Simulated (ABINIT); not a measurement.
## A GW chain in ABINIT: BeTe (F-43m)

Wanted: ground state, empty states, screening and self-energy for BeTe (F-43m).

Main program and level: ABINIT 10.8.3; PBE and many-body steps on it, plane waves.

**What was measured.**

- Gap 2.7 eV: absolute (indirect, Gamma to X) gap; bulk crystal (quoted from earlier experiment) (quoted in “The band structure of BeTe - a combined experimental and theoretical study”, 1997, arxiv:cond-mat/9712266).

- Gap 2.8 eV: absolute (indirect, Gamma to X) gap, second literature value; film (quoted from earlier experiment) (quoted in “The band structure of BeTe - a combined experimental and theoretical study”, 1997, arxiv:cond-mat/9712266).

Report form: the programs' logs are mostly left out.

## 1. Set-up

It takes space group F-43m (No. 216, cubic). Conventional cell: a = 5.663 Å, b = 5.663 Å, c = 5.663 Å, α = 90.00°, β = 90.00°, γ = 90.00°. Nearest to Be lie 4 Te at 2.45 Å. Te has 4 Be at 2.45 Å nearest. Farther neighbours and most contacts between anions are not listed.

The cell and positions are those that the Materials Project relaxed with its own functionals (PBE, PBE+U or r2SCAN), kept fixed.

## 2. Ground state

This step: ABINIT 10.8.3; DFT, PBE with spin-orbit coupling, plane waves, norm-conserving pseudopotentials.

The ground-state density comes first.

The input, run.abi:

```
acell 3*1.0 Angstrom
rprim 
  -0.000000000000 2.831458787600 2.831458787600
  2.831458787600 0.000000000000 2.831458787600
  2.831458787600 2.831458787600 0.000000000000
ntypat 2
znucl 4 52
natom 2
typat 1 2
xred 
  0.000000000000 0.000000000000 0.000000000000
  0.750000000000 0.750000000000 0.750000000000
pp_dirpath "pseudos"
pseudos "Be.upf, Te.upf"
ecut 49
nspinor 2
ngkpt 6 6 6
nshiftk 1
shiftk 0 0 0
kptopt 1
chksymbreak 0
nband 38
occopt 1
tolvrs 1e-10
nstep 60
prtwf 0
optforces 0
optstress 0
indata_prefix "in"
outdata_prefix "out"
tmpdata_prefix "tmp"
```

Command:

```bash
> OMP_NUM_THREADS=1 mpirun -n 8 abinit run.abi > log
```

Wall time 70 s (8 MPI ranks of Arm Neoverse N1, shared host); peak memory 0.81 GiB.

This step gave:

```
total energy               : -8034.8740 eV
gap                        : 1.735 eV
k of the valence top       : 0, 0, 0
k of the conduction bottom : 0.5, 0.5, 0
least direct gap           : 3.319 eV
```

The gap is indirect, with the least direct gap 1.58 eV higher.

## 3. Bands along the symmetry lines

Levels along a band path, at the cheap level, show where the edges lie and whether the meshes to come will hold them.

The input, run.abi:

```
acell 3*1.0 Angstrom
rprim 
  -0.000000000000 2.831458787600 2.831458787600
  2.831458787600 0.000000000000 2.831458787600
  2.831458787600 2.831458787600 0.000000000000
ntypat 2
znucl 4 52
natom 2
typat 1 2
xred 
  0.000000000000 0.000000000000 0.000000000000
  0.750000000000 0.750000000000 0.750000000000
pp_dirpath "pseudos"
pseudos "Be.upf, Te.upf"
ecut 49
nspinor 2
iscf -2
irdden 1
kptopt 0
nkpt 26
kpt 
  0.00000000 0.00000000 0.00000000
  -0.12500000 -0.12500000 0.00000000
  -0.25000000 -0.25000000 0.00000000
  -0.37500000 -0.37500000 0.00000000
  -0.50000000 -0.50000000 0.00000000
  -0.46875000 -0.46875000 0.06250000
  -0.43750000 -0.43750000 0.12500000
  -0.40625000 -0.40625000 0.18750000
  -0.37500000 -0.37500000 0.25000000
  -0.37500000 0.00000000 0.37500000
  -0.28125000 0.00000000 0.28125000
  -0.18750000 0.00000000 0.18750000
  -0.09375000 0.00000000 0.09375000
  0.00000000 0.00000000 0.00000000
  0.00000000 0.00000000 0.12500000
  0.00000000 0.00000000 0.25000000
  0.00000000 0.00000000 0.37500000
  -0.00000000 -0.00000000 0.50000000
  -0.12500000 -0.06250000 0.43750000
  -0.25000000 -0.12500000 0.37500000
  -0.37500000 -0.18750000 0.31250000
  -0.50000000 -0.25000000 0.25000000
  -0.50000000 -0.31250000 0.18750000
  -0.50000000 -0.37500000 0.12500000
  -0.50000000 -0.43750000 0.06250000
  -0.50000000 -0.50000000 0.00000000
istwfk *1
nband 44
nbdbuf 6
tolwfr 1e-08
nstep 40
prtwf 0
prtvol 0
indata_prefix "in"
outdata_prefix "out"
tmpdata_prefix "tmp"
```

The job ended after 58 s (8 MPI ranks; peak memory 0.73 GiB).

This step gave:

```yaml
gap: 1.735 eV
k_of_the_valence_top: 0, 0, 0
k_of_the_conduction_bottom: -0.5, -0.5, 0
least_direct_gap: 3.319 eV
```

The gap is 1.735 eV, as in the run before at this level.

The electronic bands at the labelled points (eV, zero at the top of the highest filled band):

```csv
point,band 25,band 26,band 27,band 28,band 29,band 30,band 31,band 32
Γ,0.00,0.00,0.00,0.00,3.32,3.32,3.38,3.38
halfway,-2.10,-2.10,-1.71,-1.71,2.36,2.36,4.12,4.12
X,-3.07,-3.07,-2.67,-2.67,1.73,1.73,2.42,2.42
halfway,-3.48,-3.34,-2.73,-2.71,2.05,2.07,3.04,3.12
U,-4.24,-3.94,-2.46,-2.44,2.44,2.47,4.93,5.04
jump to K,-4.24,-3.94,-2.46,-2.44,2.44,2.47,4.93,5.04
halfway,-2.60,-2.43,-0.93,-0.91,3.76,3.76,4.37,4.39
Γ,0.00,0.00,0.00,0.00,3.32,3.32,3.38,3.38
halfway,-1.20,-1.20,-0.69,-0.69,3.01,3.01,4.17,4.17
L,-1.66,-1.66,-1.15,-1.15,2.76,2.76,4.30,4.30
halfway,-3.24,-3.08,-2.17,-2.06,3.90,3.93,4.04,4.21
W,-4.18,-3.72,-3.40,-3.34,4.95,4.99,5.27,5.27
halfway,-3.55,-3.35,-3.07,-3.05,2.75,2.76,3.34,3.41
X,-3.07,-3.07,-2.67,-2.67,1.73,1.73,2.42,2.42
```

## 4. Empty states on the mesh, 4×4×4 mesh, 224 bands

The sums over transitions need many empty states on a uniform mesh; this step solves for them.

The input, run.abi:

```
acell 3*1.0 Angstrom
rprim 
  -0.000000000000 2.831458787600 2.831458787600
  2.831458787600 0.000000000000 2.831458787600
  2.831458787600 2.831458787600 0.000000000000
ntypat 2
znucl 4 52
natom 2
typat 1 2
xred 
  0.000000000000 0.000000000000 0.000000000000
  0.750000000000 0.750000000000 0.750000000000
pp_dirpath "pseudos"
pseudos "Be.upf, Te.upf"
ecut 49
nspinor 2
ngkpt 4 4 4
nshiftk 1
shiftk 0 0 0
kptopt 1
chksymbreak 0
iscf -2
irdden 1
istwfk *1
nband 224
nbdbuf 20
tolwfr 1e-09
nstep 60
prtvol 0
indata_prefix "in"
outdata_prefix "out"
tmpdata_prefix "tmp"
```

Elapsed: 4 min, on 8 MPI ranks; peak memory 0.88 GiB; 31 min of CPU time.

Numbers from this step:

* gap: 1.735 eV
* k of the valence top: 0, 0, 0
* k of the conduction bottom: 0.5, 0.5, 0
* least direct gap: 3.319 eV
* k points computed: 8
* lowest point of the top converged band, above the valence top: 79.3440 eV

On this mesh the gap is 1.735 eV.

## 5. Screening, 4×4×4 mesh, 204 bands, screening to 149.7 eV

The RPA dielectric matrix is built and inverted for each q.

This step: RPA screening on PBE with spin-orbit coupling, plane waves, norm-conserving pseudopotentials.

Edit run.abi of step 4 so:

```diff
@@ -21,10 +21,11 @@
 chksymbreak 0
-iscf -2
-irdden 1
 istwfk *1
-nband 224
-nbdbuf 20
-tolwfr 1e-09
-nstep 60
-prtvol 0
+occopt 1
+irdwfk 1
+optdriver 3
+nband 204
+ecuteps 5.5
+inclvkb 0
+awtr 1
+symchi 1
 indata_prefix "in"
```

The job ended after 8.2 min (8 MPI ranks; peak memory 4.3 GiB; 63 min of CPU time).

Numbers from this step:

```
ε∞ with local fields, on this mesh, along the program's q direction : 9.448
the same without local fields                                       : 10.85
plasma frequency                                                    : 29.16 eV
plane waves in the screening matrix                                 : 169
```

Local fields lower ε∞ by 13 %. On a Γ-centred mesh this coarse the value itself is usually too large, while a short band sum pulls it down.

## 6. Self-energy, 4×4×4 mesh, 204 bands, screening to 149.7 eV

The self-energy is evaluated for the states that the input lists, and the levels follow from it, in one-shot runs by the linearised quasiparticle equation.

This step: G0W0 on PBE with spin-orbit coupling, plane waves, norm-conserving pseudopotentials.

Edit run.abi of step 5 so:

```diff
@@ -24,8 +24,17 @@
 irdwfk 1
-optdriver 3
+optdriver 4
 nband 204
+gwcalctyp 0
+ecutsigx 49
+symsigma 0
+nkptgw 2
+kptgw 
+  0.0000000000 0.0000000000 0.0000000000
+  0.5000000000 0.5000000000 0.0000000000
+bdgw 
+  25 34
+  25 32
 ecuteps 5.5
-inclvkb 0
-awtr 1
-symchi 1
+irdscr 1
+ppmodel 1
 indata_prefix "in"
```

Elapsed: 4.8 min, on 8 MPI ranks; peak memory 2.9 GiB; 37 min of CPU time.

Numbers from this step:

```
G0W0 gap on the points computed              : 2.458 eV
starting gap on the mesh                     : 1.735 eV
k of the valence top                         : 0, 0, 0
k of the conduction bottom                   : 0.5, 0.5, 0
Z at the valence top                         : 0.806
Z at the conduction bottom                   : 0.817
least direct G0W0 gap on the computed points : 4.306 eV
```

The gap on the mesh goes from 1.73 eV to 2.46 eV, a correction of +0.72 eV.

Limits: finite bands, cutoff and mesh; screening head approximate; coarse k mesh. v1 is the top filled band, c1 the lowest empty one. The levels before and after the correction (eV, zero at the valence-band top of each column):

```
           conduction bottom  valence top
Kohn-Sham               1.73         0.00
     G0W0               2.46         0.00
```

```
                       level  energy (eV)
Kohn-Sham               Γ v3        0.000
Kohn-Sham            Γ v2-v1        0.000
Kohn-Sham            Γ c1-c2        3.319
Kohn-Sham               Γ c3        3.381
Kohn-Sham     (0.5 0.5 0) v3       -3.069
Kohn-Sham  (0.5 0.5 0) v2-v1       -2.674
Kohn-Sham  (0.5 0.5 0) c1-c2        1.735
Kohn-Sham     (0.5 0.5 0) c3        2.416
     G0W0               Γ v3       -0.008
     G0W0            Γ v2-v1       -0.002
     G0W0            Γ c1-c2        4.306
     G0W0               Γ c3        4.364
     G0W0     (0.5 0.5 0) v3       -3.247
     G0W0  (0.5 0.5 0) v2-v1       -2.886
     G0W0  (0.5 0.5 0) c1-c2        2.458
     G0W0     (0.5 0.5 0) c3        3.217
```

## 7. Where the time went

Times are wall times on 8 MPI ranks of Arm Neoverse N1, shared host, good to a factor of about two.

| step | time | share | memory (GiB) |
| --- | --- | --- | --- |
| ground state | 70 s | 6 % | 0.81 |
| bands along the symmetry lines | 58 s | 5 % | 0.73 |
| empty states on the mesh | 4 min | 21 % | 0.88 |
| screening | 8.2 min | 43 % | 4.3 |
| self-energy | 4.8 min | 25 % | 2.9 |

## 8. Results

```yaml
pbe_gap: 1.73 eV, indirect
g0w0_gap_on_the_mesh: 2.46 eV
gw_settings: 4×4×4 mesh, 204 bands, screening to 149.7 eV, Godby-Needs plasmon pole
known_limits: not at the basis limit; screening head approximate; coarse k mesh
```

What this shows: G0W0 moves the gap on the mesh from 1.73 eV to 2.46 eV (+0.72 eV), with Z of 0.81 and 0.82 at the edges. Local fields lower the RPA ε∞ on this mesh from 10.85 to 9.45; a Γ-centred mesh this coarse tends to raise both, most where the direct gap is narrow, while a short band sum lowers them. Only 2 of the mesh's irreducible points were corrected, so a valley elsewhere could overtake. The dearest step here is «screening». Against experiment, by G0W0@PBE: the gap of 2.46 eV lies −0.24 eV from the measured 2.7 eV (indirect, quoted 1997); the gap of 2.46 eV lies −0.34 eV from the measured 2.8 eV (indirect, quoted 1997). The calculation has static nuclei and no excitons; a measured gap holds zero-point and thermal motion, which mostly lowers it. Bands and cutoff are finite, so the gap is not at the basis limit. The miss can reach some tenths of an eV and take either sign; the mesh is an error of its own. In the G0W0 run levels were corrected at 2 k points alone, so a gap called «on the mesh» is the least over those, and an edge elsewhere would be missed. The 4×4×4 mesh is coarse for this cell, which bears on the long-range parts of exchange and screening. The long-wavelength limit of the screening leaves out the non-local commutator, which shifts ε∞.

[Paths, hosts, dates, memory and timing lines, banners, echoed tables and standing remarks are left out of the program output.]

[Logs are printed without paths, hosts, clocks, repeated set-up lines and the standing remarks that a program may print on its own settings, such as how far it seeks lower states.]

[Runs of the session that timed out or met a known fault of the program may be left out.]

[Hosts, paths, dates, database ids (printed as entryN), source tags and the programs' standing remarks are cut or masked in the printed files.]

[G0W0 gaps are taken among the corrected bands and points alone; a level outside them can change the order at an edge.]

[Where Ansatz stands beside ABINIT at settings called matched, ABINIT's density can come from a denser mesh and the files from another edition; pairs whose starting gaps differed by over 0.03 eV were left out, so agreement reads better than it is.]
